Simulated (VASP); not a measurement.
# K (Im-3m) in VASP: a series of runs

One crystal, K, is run at these levels: r2SCAN, PBEsol; tasks: relaxation of cell and atoms, single point.

Program: VASP 6.6.1. These are calculated values, not measurements. Logs are shortened: lines on timing, memory, paths and dates and some standing lists are left out, and cuts for length are marked.

**1. The crystal as given**

Symmetry: Im-3m, No. 229, cubic system. The conventional cell has a = 5.225 Å, b = 5.225 Å, c = 5.225 Å, α = 90.00°, β = 90.00°, γ = 90.00°.

**2. Relaxation of cell and atoms, r2SCAN**

INCAR

```
SYSTEM = K
ALGO = Normal
EDIFF = 1E-6
EDIFFG = -0.01
ENCUT = 600
IBRION = 2
ISIF = 3
ISMEAR = 1
LASPH = .True.
LCHARG = .False.
LMIXTAU = .True.
LREAL = .False.
LWAVE = .False.
METAGGA = R2SCAN
NELM = 80
NSW = 90
PREC = Accurate
SIGMA = 0.1
```

KPOINTS

```
k-points
0
Gamma
  10 10 10
  0 0 0
```

POSCAR

```
K
1.0
   -2.6125000000      2.6125000000      2.6125000000
    2.6125000000     -2.6125000000      2.6125000000
    2.6125000000      2.6125000000     -2.6125000000
K
1
Direct
    0.0000000000      0.0000000000      0.0000000000
```

Potentials or basis: VASP PAW PBE potentials, release 64 (K_sv).

The run is started by

```bash
> cat potpaw_PBE.64/K_sv/POTCAR > POTCAR
> mpirun -np 1 vasp_std > vasp.out
```

OUTCAR:

```text
SYSTEM = K
   EDIFF = 1E-6
   EDIFFG = -0.01
   ENCUT = 600
   IBRION = 2
   ISIF = 3
   ISMEAR = 1
   LASPH = .True.
   LREAL = .False.
   METAGGA = R2SCAN
   NELM = 80
   NSW = 90
   PREC = Accurate

 ion  position               nearest neighbor table
   1  0.000  0.000  0.000-

  LATTYP: Found a body centered cubic cell.
 ALAT       =     5.2250000000

  Lattice vectors:

 A1 = (  -2.6125000000,   2.6125000000,   2.6125000000)
 A2 = (   2.6125000000,  -2.6125000000,   2.6125000000)
 A3 = (   2.6125000000,   2.6125000000,  -2.6125000000)

Analysis of symmetry for initial positions (statically):
=====================================================================
 Subroutine PRICEL returns:
 Original cell was already a primitive cell.

 Routine SETGRP: Setting up the symmetry group for a
 body centered cubic supercell.

 Subroutine GETGRP returns: Found 48 space group operations
 (whereof 48 operations were pure point group operations)
 out of a pool of 48 trial point group operations.

The static configuration has the point symmetry O_h .

Analysis of symmetry for dynamics (positions and initial velocities):
=====================================================================
 Subroutine PRICEL returns:
 Original cell was already a primitive cell.

 Routine SETGRP: Setting up the symmetry group for a
 body centered cubic supercell.

 Subroutine GETGRP returns: Found 48 space group operations
 (whereof 48 operations were pure point group operations)
 out of a pool of 48 trial point group operations.

The dynamic configuration has the point symmetry O_h .

 Subroutine INISYM returns: Found 48 space group operations
 (whereof 48 operations are pure point group operations),
 and found     1 'primitive' translations

----------------------------------------------------------------------------------------

                                     Primitive cell

  volume of cell :      71.3229

  direct lattice vectors                    reciprocal lattice vectors
    -2.612500000  2.612500000  2.612500000     0.000000000  0.191387560  0.191387560
     2.612500000 -2.612500000  2.612500000     0.191387560  0.000000000  0.191387560
     2.612500000  2.612500000 -2.612500000     0.191387560  0.191387560  0.000000000

  length of vectors
     4.524982735  4.524982735  4.524982735     0.270662883  0.270662883  0.270662883

  position of ions in fractional coordinates (direct lattice)
     0.000000000  0.000000000  0.000000000

  ion indices of the primitive-cell ions
   primitive index   ion index
                 1           1

----------------------------------------------------------------------------------------

 KPOINTS: k-points

Automatic generation of k-mesh.
 Grid dimensions read from file:
 generate k-points for:   10   10   10

 Generating k-lattice:

  Cartesian coordinates                     Fractional coordinates (reciprocal lattice)
     0.000000000  0.019138756  0.019138756     0.100000000  0.000000000  0.000000000
     0.019138756  0.000000000  0.019138756     0.000000000  0.100000000  0.000000000
     0.019138756  0.019138756  0.000000000     0.000000000  0.000000000  0.100000000

  Length of vectors
     0.027066288  0.027066288  0.027066288

  Shift w.r.t. Gamma in fractional coordinates (k-lattice)
     0.000000000  0.000000000  0.000000000

 Subroutine IBZKPT returns following result:
 ===========================================

 Found     47 irreducible k-points:

 Following reciprocal coordinates:
            Coordinates               Weight
  0.000000  0.000000  0.000000      1.000000
  0.100000  0.000000  0.000000     12.000000
  0.200000  0.000000  0.000000     12.000000
  0.300000  0.000000  0.000000     12.000000
  0.400000  0.000000  0.000000     12.000000
  0.500000  0.000000  0.000000      6.000000
[... 16 lines left out ...]
  0.300000  0.300000  0.100000      8.000000
 -0.300000  0.300000  0.100000     24.000000
 [... further k-points ...]
   k-points           NKPTS =     47   k-points in BZ     NKDIM =     47   number of bands    NBANDS=      8
   number of dos      NEDOS =    301   number of ions     NIONS =      1
   total plane-waves  NPLWV =  46656
   dimension x,y,z NGX =    36 NGY =   36 NGZ =   36
   dimension x,y,z NGXF=    72 NGYF=   72 NGZF=   72
   ions per type =               1
   NGX,Y,Z   is equivalent  to a cutoff of  13.23, 13.23, 13.23 a.u.
   NGXF,Y,Z  is equivalent  to a cutoff of  26.45, 26.45, 26.45 a.u.
 SYSTEM =  K
   PREC   = accura    normal or accurate (medium, high low for compatibility)
   ISTART =      0    job   : 0-new  1-cont  2-samecut
   ICHARG =      2    charge: 1-file 2-atom 10-const
   ISPIN  =      1    spin polarized calculation?
   LNONCOLLINEAR =      F non collinear calculations
   LSORBIT =      F    spin-orbit coupling
   LASPH  =      T    aspherical Exc in radial PAW
   ENCUT  =  600.0 eV  44.10 Ry    6.64 a.u.   9.04  9.04  9.04*2*pi/ulx,y,z
   NELM   =     80;   NELMIN=  2; NELMDL= -5     # of ELM steps
   EDIFF  = 0.1E-05   stopping-criterion for ELM
   LREAL  =      F    real-space projection
   EDIFFG = -.1E-01   stopping-criterion for IOM
   NSW    =     90    number of steps for IOM
   IBRION =      2    ionic relax: 0-MD 1-quasi-New 2-CG
   NFREE  =      1    steps in history (QN), initial steepest desc. (CG)
   ISIF   =      3    stress and relaxation
   ISYM   =      2    0-nonsym 1-usesym 2-fastsym
   POTIM  = 0.5000    time-step for ionic-motion
   TEBEG  =    0.0;   TEEND  =   0.0 temperature during run
   PSTRESS=    0.0 pullay stress
   NELECT =       9.0000    total number of electrons
   NUPDOWN=      -1.0000    fix difference up-down
   EMIN   =  10.00;   EMAX   =-10.00  energy-range for DOS
   EFERMI =   0.00;   METHOD = LEGACY
   ISMEAR =     1;   SIGMA  =   0.10  broadening in eV -4-tet -1-fermi 0-gaus
   EFERMI_NEDOS =   21; number of points for ismear=-14 and -15
   IALGO  =     38    algorithm
   IMIX   =      4    mixing-type and parameters
     AMIX     =   0.40;   BMIX     =  1.00
     AMIX_MAG =   1.60;   BMIX_MAG =  1.00
  volume/ion in A,a.u.               =      71.32       481.31
  Fermi-wavevector in a.u.,A,eV,Ry     =   0.821131  1.551714  9.173822  0.674257
  Thomas-Fermi vector in A             =   1.932236
   LORBIT       =      0    0 simple, 1 ext, 2 COOP (PROOUT), +10 PAW based schemes
   METAGGA = R2SCAN    functional components
   LHFCALC =     F    Hartree Fock is set to
   AEXX    =    0.0000 exact exchange contribution
   IVDW    =     0    specifies the selected vdW correction
   LEPSILON=     F    determine dielectric tensor
   LRPA    =     F    only Hartree local field effects (RPA)
 conjugate gradient relaxation of ions
 non-spin polarized calculation
 Methfessel and Paxton  Order N= 1 SIGMA  =   0.10
  energy-cutoff  :      600.00
  volume of cell :       71.32
 maximum number of plane-waves:      2404
   NGX = 19   NGY = 19   NGZ = 19

--------------------------------------- Ionic step        1  -------------------------------------------

 number of electron       9.0000000 magnetization

 Free energy of the ion-electron system (eV)
  ---------------------------------------------------
  ext. energy  EPLUGINS =         0.00000000
  ---------------------------------------------------
  free energy    TOTEN  =        -6.00539962 eV

  energy without entropy =       -6.00421705  energy(sigma->0) =       -6.00500543

------------------------ aborting loop because EDIFF is reached ----------------------------------------

  FORCE on cell =-STRESS in cart. coord.  units (eV):
  Direction    XX          YY          ZZ          XY          YZ          ZX
  --------------------------------------------------------------------------------------
  -------------------------------------------------------------------------------------
  Total        0.1233604      0.1233604      0.1233604      0.0000000      0.0000000     -0.0000000
  in kB        2.7711336      2.7711336      2.7711336      0.0000000      0.0000000     -0.0000000
  external PRESSURE =       2.7711336 kB  Pullay stress =       0.0000000 kB

 VOLUME and BASIS-vectors are now :
 -----------------------------------------------------------------------------
  energy-cutoff  :      600.00
  volume of cell :       71.32
      direct lattice vectors                 reciprocal lattice vectors
    -2.612500000  2.612500000  2.612500000     0.000000000  0.191387560  0.191387560
     2.612500000 -2.612500000  2.612500000     0.191387560  0.000000000  0.191387560
     2.612500000  2.612500000 -2.612500000     0.191387560  0.191387560  0.000000000
[... 71 lines left out ...]
 POSITION                                       TOTAL-FORCE (eV/Angst)
 -----------------------------------------------------------------------------------
     -0.00000      0.00000      0.00000         0.000000      0.000000     -0.000000
 -----------------------------------------------------------------------------------
    total drift:                               -0.000000      0.000000      0.000000

  FREE ENERGIE OF THE ION-ELECTRON SYSTEM (eV)
  ---------------------------------------------------
  free  energy   TOTEN  =        -6.0094483585 eV

  energy  without entropy=       -6.0082829318  energy(sigma->0) =       -6.00905988

--------------------------------------- Ionic step        4  -------------------------------------------

 number of electron       9.0000000 magnetization

 Free energy of the ion-electron system (eV)
  ---------------------------------------------------
  ext. energy  EPLUGINS =         0.00000000
  ---------------------------------------------------
  free energy    TOTEN  =        -6.00954646 eV

  energy without entropy =       -6.00838419  energy(sigma->0) =       -6.00915903

 E-fermi :  -0.1539     XC(G=0):  -5.8162

 val. band max:       -0.1581662323   @ k =   0.3000   0.2000   0.0000
 cond. band min:      -0.0611927378   @ k =  -0.4000   0.4000   0.2000
 fundamental gap:      0.0969734945
 Fermi energy:        -0.1538800611

 k-point     1 :       0.0000    0.0000    0.0000
  band No.  band energies     occupation
      1     -33.8223      2.00000
      2     -16.4963      2.00000
      3     -16.4963      2.00000
      4     -16.4963      2.00000
      5      -2.3951      2.00000
      6       4.5737      0.00000
      7       4.5737      0.00000
      8       4.5737      0.00000

 k-point     2 :       0.1000    0.0000    0.0000
  band No.  band energies     occupation
      1     -33.8219      2.00000
      2     -16.5022      2.00000
      3     -16.4982      2.00000
      4     -16.4963      2.00000
      5      -2.2665      2.00000
      6       4.3403      0.00000
      7       4.3953      0.00000
      8       4.6736      0.00000
[... 221 lines left out ...]
 k-point    23 :       0.3000    0.3000    0.1000
  band No.  band energies     occupation
      1     -33.8184      2.00000
      2     -16.5344      2.00000
      3     -16.5344      2.00000
      4     -16.5088      2.00000
      5       1.1287     -0.00000
      6       1.1287     -0.00000
      7       1.6640     -0.00000
      8       4.1019      0.00000

 k-point    24 :      -0.3000    0.3000    0.1000
  band No.  band energies     occupation
      1     -33.8196      2.00000
      2     -16.5356      2.00000
      3     -16.5117      2.00000
      4     -16.5008      2.00000
      5      -1.1643      2.00000
      6       2.5696      0.00000
      7       3.6555      0.00000
      8       4.5872      0.00000

 [... further k-points ...]
[... 5 lines left out ...]
  --------------------------------------------------------------------------------------
  -------------------------------------------------------------------------------------
  Total        0.0027472      0.0027472      0.0027472      0.0000000      0.0000000     -0.0000000
  in kB        0.0577064      0.0577064      0.0577064      0.0000000      0.0000000     -0.0000000
  external PRESSURE =       0.0577064 kB  Pullay stress =       0.0000000 kB

 VOLUME and BASIS-vectors are now :
 -----------------------------------------------------------------------------
  energy-cutoff  :      600.00
  volume of cell :       76.27
      direct lattice vectors                 reciprocal lattice vectors
    -2.671615224  2.671615224  2.671615224     0.000000000  0.187152699  0.187152699
     2.671615224 -2.671615224  2.671615224     0.187152699  0.000000000  0.187152699
     2.671615224  2.671615224 -2.671615224     0.187152699  0.187152699  0.000000000

 POSITION                                       TOTAL-FORCE (eV/Angst)
 -----------------------------------------------------------------------------------
      2.67162     -2.67162      2.67162         0.000000     -0.000000      0.000000
 -----------------------------------------------------------------------------------
    total drift:                                0.000000     -0.000000      0.000000

  FREE ENERGIE OF THE ION-ELECTRON SYSTEM (eV)
  ---------------------------------------------------
  free  energy   TOTEN  =        -6.0095464551 eV

  energy  without entropy=       -6.0083841933  energy(sigma->0) =       -6.00915903

 reached required accuracy - stopping structural energy minimisation
```

It took 5 min on 1 thread of Intel Xeon 6975P-C (Granite Rapids), shared host; peak memory 0.24 GiB.

What came out:

```yaml
Free_energy: -6.0095 eV
Relaxed_volume: 76.27 Å³/atom
Relaxed_cell: a = 4.627 Å, b = 4.627 Å, c = 4.627 Å, α = 109.47°, β = 109.47°, γ = 109.47°
Space_group_after_relaxing_to_0.05_Å: Im-3m (No. 229)
Energy_gained_by_relaxing: 4.1 meV/atom
Ionic_steps: 4
Pressure_after_relaxing: 0.0 GPa
Band_gap_on_the_k_mesh: none (metal or under the smearing width)
```

The path:
```csv
step,energy change (eV),largest force (eV/Å),pressure (GPa),volume (Å³)
1,0.0000,0.0000,0.28,71.32
2,-0.0019,0.0000,0.20,72.60
3,-0.0040,0.0000,0.04,75.56
4,-0.0041,0.0000,0.01,76.27
```

Final structure:
```cif
data_structure
_symmetry_space_group_name_H-M 'P 1'
_symmetry_Int_Tables_number 1
_cell_length_a 4.6274
_cell_length_b 4.6274
_cell_length_c 4.6274
_cell_angle_alpha 109.471
_cell_angle_beta 109.471
_cell_angle_gamma 109.471
_cell_volume 76.27
loop_
_atom_site_label
_atom_site_type_symbol
_atom_site_fract_x
_atom_site_fract_y
_atom_site_fract_z
_atom_site_occupancy
K1 K 0.00000 0.00000 0.00000 1
```

Levels at points of the mesh, in eV from the Fermi level:
```tsv
k point	band 3	band 4	band 5	band 6	band 7	band 8
(0.00, 0.00, 0.00)	-16.34	-16.34	-2.24	4.73	4.73	4.73
(0.50, 0.00, 0.00)	-16.36	-16.34	0.58	0.63	3.49	5.37
(0.50, 0.50, 0.50)	-16.39	-16.39	1.81	1.81	3.68	3.68
```

Caveat: the PAW data sets were made with another functional, which shifts forces and pressure a little. Zero-point motion and thermal expansion aren't in these numbers.

**3. Relaxation of cell and atoms, r2SCAN**

This run uses another cell than the first one, of 76.27 Å³/atom, 1.069 times its volume.

Edit INCAR of step 2 so:

```diff
@@ -2,4 +2,4 @@
 ALGO = Normal
-EDIFF = 1E-6
-EDIFFG = -0.01
+EDIFF = 1E-7
+EDIFFG = -0.005
 ENCUT = 600
```

KPOINTS is that of step 2.

POSCAR

```
K                                       
1.0
   -2.6716152245      2.6716152245      2.6716152245
    2.6716152245     -2.6716152245      2.6716152245
    2.6716152245      2.6716152245     -2.6716152245
  K             
     1
Direct
     0.0000000000000000    1.0000000000000000    0.0000000000000000
```

Potentials or basis: VASP PAW PBE potentials, release 64 (K_sv).

The run is started by

```bash
> cat potpaw_PBE.64/K_sv/POTCAR > POTCAR
> mpirun -np 1 vasp_std > vasp.out
```

OUTCAR:

```text
SYSTEM = K
   EDIFF = 1E-7
   EDIFFG = -0.005
   ENCUT = 600
   IBRION = 2
   ISIF = 3
   ISMEAR = 1
   LASPH = .True.
   LREAL = .False.
   METAGGA = R2SCAN
   NELM = 80
   NSW = 90
   PREC = Accurate

 ion  position               nearest neighbor table
   1  0.000  0.000  0.000-

  LATTYP: Found a body centered cubic cell.
 ALAT       =     5.3432304490

  Lattice vectors:

 A1 = (  -2.6716152245,   2.6716152245,   2.6716152245)
[... 486 lines left out ...]
      1     -33.8219      2.00000
      2     -16.5379      2.00000
      3     -16.5141      2.00000
      4     -16.5032      2.00000
      5      -1.1663      2.00000
      6       2.5671      0.00000
      7       3.6530      0.00000
      8       4.5843      0.00000

 [... further k-points ...]
[... 5 lines left out ...]
  --------------------------------------------------------------------------------------
  -------------------------------------------------------------------------------------
  Total        0.0045303      0.0045303      0.0045303      0.0000000      0.0000000      0.0000000
  in kB        0.0950730      0.0950730      0.0950730      0.0000000      0.0000000      0.0000000
  external PRESSURE =       0.0950730 kB  Pullay stress =       0.0000000 kB

 VOLUME and BASIS-vectors are now :
 -----------------------------------------------------------------------------
  energy-cutoff  :      600.00
  volume of cell :       76.35
      direct lattice vectors                 reciprocal lattice vectors
    -2.672433933  2.672433933  2.672433933     0.000000000  0.187095364  0.187095364
     2.672433933 -2.672433933  2.672433933     0.187095364  0.000000000  0.187095364
     2.672433933  2.672433933 -2.672433933     0.187095364  0.187095364  0.000000000

 POSITION                                       TOTAL-FORCE (eV/Angst)
 -----------------------------------------------------------------------------------
      5.34487      0.00000      0.00000         0.000000     -0.000000     -0.000000
 -----------------------------------------------------------------------------------
    total drift:                                0.000000      0.000000     -0.000000

  FREE ENERGIE OF THE ION-ELECTRON SYSTEM (eV)
  ---------------------------------------------------
  free  energy   TOTEN  =        -6.0098776803 eV

  energy  without entropy=       -6.0087157166  energy(sigma->0) =       -6.00949036

 reached required accuracy - stopping structural energy minimisation
```

OSZICAR:

```text
N       E                     dE             d eps       ncg     rms          rms(c)
DAV:   1     0.458917407553E+02    0.45892E+02   -0.38984E+03   752   0.975E+02
DAV:   2    -0.616475714973E+01   -0.52056E+02   -0.51811E+02   752   0.233E+02
DAV:   3    -0.831001943867E+01   -0.21453E+01   -0.21378E+01  1256   0.407E+01
[... 38 lines left out ...]
DAV:   8    -0.600987797054E+01   -0.62408E-06   -0.17052E-07  1056   0.510E-03    0.266E-04
DAV:   9    -0.600987749333E+01    0.47721E-06   -0.31046E-08   872   0.235E-03    0.212E-04
DAV:  10    -0.600987798914E+01   -0.49580E-06   -0.44159E-08   816   0.278E-03    0.118E-04
DAV:  11    -0.600987765983E+01    0.32930E-06   -0.18766E-08   816   0.174E-03    0.322E-05
DAV:  12    -0.600987768034E+01   -0.20506E-07   -0.79502E-10   472   0.393E-04
   2 F= -.60098777E+01 E0= -.60094904E+01  d E =-.470352E-05
```

Wall time 3.9 min (1 thread of Intel Xeon 6975P-C (Granite Rapids), shared host); peak memory 0.28 GiB.

Results:

```yaml
Free_energy: -6.0099 eV
Relaxed_volume: 76.35 Å³/atom
Relaxed_cell: a = 4.629 Å, b = 4.629 Å, c = 4.629 Å, α = 109.47°, β = 109.47°, γ = 109.47°
Space_group_after_relaxing_to_0.05_Å: Im-3m (No. 229)
Energy_gained_by_relaxing: 0.0 meV/atom
Ionic_steps: 2
Pressure_after_relaxing: 0.0 GPa
Band_gap_on_the_k_mesh: none (metal or under the smearing width)
```

Final structure:
```
K
1.0
    -2.67243    2.67243    2.67243
     2.67243   -2.67243    2.67243
     2.67243    2.67243   -2.67243
K
1
Direct
  0.00000 0.00000 0.00000
```

Caveat: the PAW data sets were made with another functional, which shifts forces and pressure a little.

(Part 1 of 2 ends here.)
